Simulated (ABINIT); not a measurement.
# A GW chain in ABINIT: BAs (F-43m), part 3 of 3

Aim: the G0W0 gap of BAs (F-43m) on PBE, step by step.

ABINIT 10.8.3; PBE and many-body steps on it, plane waves. Known limits of the many-body steps: not at the basis limit; no spin-orbit coupling.

So far. Step 4 (Empty states on the mesh, 6×6×6 mesh, 165 bands): On this mesh the gap is 1.293 eV. The earlier step found 1.208 eV, so this mesh misses an edge. Step 5 (Screening, 6×6×6 mesh, 157 bands, screening to 228.6 eV): Local fields lower ε∞ by 9 %.

### 6. Self-energy, 6×6×6 mesh, 157 bands, screening to 228.6 eV

The self-energy is evaluated for the states that the input lists, and the levels follow from it, in one-shot runs by the linearised quasiparticle equation.

This step: G0W0 on PBE, plane waves, norm-conserving pseudopotentials.

run.abi

```
acell 3*1.0 Angstrom
rprim 
  -0.000000000000 2.388500000000 2.388500000000
  2.388500000000 -0.000000000000 2.388500000000
  2.388500000000 2.388500000000 -0.000000000000
ntypat 2
znucl 5 33
natom 2
typat 1 2
xred 
  0.000000000000 0.000000000000 0.000000000000
  0.250000000000 0.250000000000 0.250000000000
pp_dirpath "pseudos"
pseudos "B.upf, As.upf"
ecut 44
ngkpt 6 6 6
nshiftk 1
shiftk 0 0 0
kptopt 1
chksymbreak 0
istwfk *1
occopt 1
irdwfk 1
optdriver 4
nband 157
gwcalctyp 0
ecutsigx 44
symsigma 1
nkptgw 2
kptgw 
  0.0000000000 0.0000000000 0.0000000000
  0.3333333333 0.3333333333 0.0000000000
bdgw 
  11 16
  12 15
ecuteps 8.4
irdscr 1
ppmodel 1
indata_prefix "in"
outdata_prefix "out"
tmpdata_prefix "tmp"
```

Command:

```
$ OMP_NUM_THREADS=1 mpirun -n 4 abinit run.abi > log
```

Numbers of over 12 decimals in the logs are rounded to 6 here.

The log of the run:

```text
.Version 10.8.3 of ABINIT. v10.8.2 released Aug 2026.

 Symmetries : space group F-4 3 m (#216); Bravais cF (face-center cubic)
[... echo of the input left out ...]
== DATASET  1 ==================================================================
-   mpi_nproc: 4, omp_nthreads: 1 (-1 if OMP is not activated)

--- !DatasetInfo
iteration_state: {dtset: 1, }
dimensions: {natom: 2, nkpt: 16, mband: 157, nsppol: 1, nspinor: 1, nspden: 1, mpw: 2637, }
cutoff_energies: {ecut:  44.0, pawecutdg:  -1.0, }
electrons: {nelect:   2.60000000E+01, charge:   0.00000000E+00, occopt:   1.00000000E+00, tsmear:   1.00000000E-02, }

 SIGMA: Calculation of the GW corrections

 Based on a program developped by R.W. Godby, V. Olevano, G. Onida, and L. Reining.
 Incorporated in ABINIT by V. Olevano, G.-M. Rignanese, and M. Torrent.
.Using double precision arithmetic ; gwpc =  8

[... cell and pseudopotentials left out ...]
--------------------------------------------------------------------------------

 ==== K-mesh for the wavefunctions ====
 Number of points in the irreducible wedge :    16
[... list of points left out ...]
 Together with 24 symmetry operations and time-reversal symmetry
 yields   216 points in the full Brillouin Zone.

 ==== Q-mesh for screening function ====
 Number of points in the irreducible wedge :    16
[... list of points left out ...]
 Together with 24 symmetry operations and time-reversal symmetry
 yields   216 points in the full Brillouin Zone.

 vcoul_init : cutoff-mode = AUXILIARY_FUNCTION
 q-points for optical limit:   1
     1)      0.000010    0.000020    0.000030
 setmesh: FFT mesh size selected  =    40x   40x   40
          total number of points  =        64000

 Number of electrons calculated from density =   26.0000; Expected =   26.0000
 average of density, n =  0.141374
 r_s =    1.1908
 omega_plasma =   36.2695 [eV]

 === KS Band Gaps ===
  >>>> For spin  1
   Minimum direct gap =   3.2894 [eV], located at k-point      :   0.0000  0.0000  0.0000
   Fundamental gap    =   1.2928 [eV], Top of valence bands at :   0.0000  0.0000  0.0000
                                       Bottom of conduction at :   0.3333  0.3333  0.0000
 SIGMA fundamental parameters:
 PLASMON POLE MODEL  1
 number of plane-waves for SigmaX                 2637
 number of plane-waves for SigmaC and W            181
 number of plane-waves for wavefunctions          2637
 number of bands                                   157
 number of independent spin polarizations            1
 number of spinorial components                      1
 number of k-points in IBZ                          16
 number of q-points in IBZ                          16
 number of symmetry operations                      24
 number of k-points in BZ                          216
 number of q-points in BZ                          216
 number of frequencies for dSigma/dE                 9
 frequency step for dSigma/dE [eV]                0.25
 number of omega for Sigma on real axis              0
 max omega for Sigma on real axis  [eV]           0.00
 zcut for avoiding poles [eV]                     0.10

 EPSILON^-1 parameters (SCR file):
 dimension of the eps^-1 matrix on file            181
 dimension of the eps^-1 matrix used               181
 number of plane-waves for wavefunctions          2637
 number of bands                                   157
 number of q-points in IBZ                          16
 number of frequencies                               2
 number of real frequencies                          1
 number of imag frequencies                          1

 matrix elements of self-energy operator (all in [eV])

 Perturbative Calculation

--- !SelfEnergy_ee
iteration_state: {dtset: 1, }
kpoint     : [   0.000,    0.000,    0.000, ]
spin       : 1
KS_gap     :    3.289
QP_gap     :    4.145
Delta_QP_KS:    0.855
data: !SigmaeeData |
     Band     E0 <VxcDFT>   SigX SigC(E0)      Z dSigC/dE  Sig(E)    E-E0       E
       11   7.999 -14.188 -15.543   0.580   0.807  -0.238 -14.814  -0.625   7.373
       12   7.999 -14.188 -15.543   0.580   0.807  -0.238 -14.814  -0.626   7.373
       13   7.999 -14.188 -15.543   0.580   0.807  -0.238 -14.814  -0.626   7.373
       14  11.288 -13.053  -8.369  -4.400   0.810  -0.235 -12.823   0.230  11.518
       15  11.288 -13.053  -8.369  -4.400   0.810  -0.235 -12.823   0.230  11.518
       16  11.288 -13.053  -8.369  -4.400   0.810  -0.235 -12.823   0.230  11.518

--- !SelfEnergy_ee
iteration_state: {dtset: 1, }
kpoint     : [   0.333,    0.333,    0.000, ]
spin       : 1
KS_gap     :    4.744
QP_gap     :    5.560
Delta_QP_KS:    0.815
data: !SigmaeeData |
     Band     E0 <VxcDFT>   SigX SigC(E0)      Z dSigC/dE  Sig(E)    E-E0       E
       12   4.547 -13.197 -16.027   1.794   0.796  -0.256 -14.022  -0.825   3.723
       13   4.547 -13.197 -16.027   1.794   0.796  -0.256 -14.022  -0.825   3.723
       14   9.292 -11.657  -7.564  -4.105   0.817  -0.224 -11.667  -0.009   9.282
       15  11.154 -11.166  -6.440  -4.700   0.816  -0.225 -11.145   0.021  11.174

== END DATASET(S) ==============================================================
================================================================================

 -outvars: echo values of variables after computation  --------
           etotal      0.0000000000E+00
            nband         157
             nkpt          16
          spgroup         216
 [... the other variables as echoed above ...]

 Calculation completed.
```

Run time: 22 s. Hardware: 4 MPI ranks of Intel Xeon Platinum 8375C at 2.90GHz (Ice Lake), shared host; peak memory 1.4 GiB.

This step gave:

```
G0W0 gap on the points computed              : 1.909 eV
starting gap on the mesh                     : 1.293 eV
k of the valence top                         : 0, 0, 0
k of the conduction bottom                   : 0.3333, 0.3333, 0
Z at the valence top                         : 0.807
Z at the conduction bottom                   : 0.817
least direct G0W0 gap on the computed points : 4.145 eV
```

The gap on the mesh goes from 1.29 eV to 1.91 eV, a correction of +0.62 eV. The start differs from the 1.21 eV found before because the two sample other k points.

Limits: finite bands, cutoff and mesh; no spin-orbit coupling. v1 is the top filled band, c1 the lowest empty one. The levels before and after the correction (eV, zero at the valence-band top of each column):

|  | conduction bottom | valence top |
| --- | --- | --- |
| Kohn-Sham | 1.29 | 0.00 |
| G0W0 | 1.91 | 0.00 |

|  | level | energy (eV) |
| --- | --- | --- |
| Kohn-Sham | Γ v3-v1 | 0.000 |
| Kohn-Sham | Γ c1-c3 | 3.289 |
| Kohn-Sham | (0.333 0.333 0) v2-v1 | -3.452 |
| Kohn-Sham | (0.333 0.333 0) c1 | 1.293 |
| Kohn-Sham | (0.333 0.333 0) c2 | 3.155 |
| G0W0 | Γ v3-v1 | 0.000 |
| G0W0 | Γ c1-c3 | 4.145 |
| G0W0 | (0.333 0.333 0) v2-v1 | -3.650 |
| G0W0 | (0.333 0.333 0) c1 | 1.909 |
| G0W0 | (0.333 0.333 0) c2 | 3.801 |

### 7. Where the time went

Times are wall times on 4 MPI ranks of Intel Xeon Platinum 8375C at 2.90GHz (Ice Lake), shared host, good to a factor of about two.

| step | time | share | memory (GiB) |
| --- | --- | --- | --- |
| ground state | 17 s | 5 % | 0.33 |
| bands along the symmetry lines | 13 s | 4 % | 0.32 |
| empty states on the mesh | 43 s | 14 % | 1.7 |
| screening | 3.7 min | 70 % | 1.5 |
| self-energy | 22 s | 7 % | 1.4 |

### 8. What came out

| Property | Result |
| --- | --- |
| PBE gap | 1.21 eV, indirect |
| G0W0 gap on the mesh | 1.91 eV |
| G0W0 gap over the zone (rigid shift) | 1.82 eV |
| GW settings | 6×6×6 mesh, 157 bands, screening to 228.6 eV, Godby-Needs plasmon pole |
| known limits | not at the basis limit; no spin-orbit coupling |

**Reading.** G0W0 moves the gap on the mesh from 1.29 eV to 1.91 eV (+0.62 eV), with Z of 0.81 and 0.82 at the edges. The mesh misses the band edges by 0.08 eV in all; a rigid shift gives 1.82 eV for the zone. Local fields lower the RPA ε∞ on this mesh from 11.51 to 10.51. Only 2 of the mesh's irreducible points were corrected, so a valley elsewhere could overtake. The dearest step here is «screening». Against experiment, by G0W0@PBE: the gap of 1.82 eV lies +0.004 eV from the measured 1.82 eV (indirect, 300 K, 2019); the direct gap of 4.15 eV lies +0.03 eV from the measured 4.12 eV (direct, 300 K, 2019); the gap of 1.82 eV lies −0.20 eV from the measured 2.02 eV (indirect, 300 K, 2019). An exciton line or allowed optical edge lies below the quasiparticle gap by the binding energy; a forbidden edge can push the onset above it. The calculation has static nuclei and no excitons; a measured gap holds zero-point and thermal motion, which mostly lowers it. Bands and cutoff are finite, so the gap is not at the basis limit. The miss can reach some tenths of an eV and take either sign; the mesh is an error of its own. In the G0W0 run levels were corrected at 2 k points alone, so a gap called «on the mesh» is the least over those, and an edge elsewhere would be missed. A denser mesh or path gives a starting gap of 1.21 eV: the GW mesh misses a band edge, so its gaps are not the fundamental one. The many-body steps are scalar-relativistic: spin-orbit coupling is not in them.

[Paths, hosts, dates, memory and timing lines, banners, echoed tables and standing remarks are left out of the program output.]

[Logs are printed without paths, hosts, clocks, repeated set-up lines and the standing remarks that a program may print on its own settings, such as how far it seeks lower states.]

[Runs of the session that timed out or met a known fault of the program may be left out.]

[Hosts, paths, dates, database ids (printed as entryN), source tags and the programs' standing remarks are cut or masked in the printed files.]

[G0W0 gaps are taken among the corrected bands and points alone; a level outside them can change the order at an edge.]

[Where Ansatz stands beside ABINIT at settings called matched, ABINIT's density can come from a denser mesh and the files from another edition; pairs whose starting gaps differed by over 0.03 eV were left out, so agreement reads better than it is.]
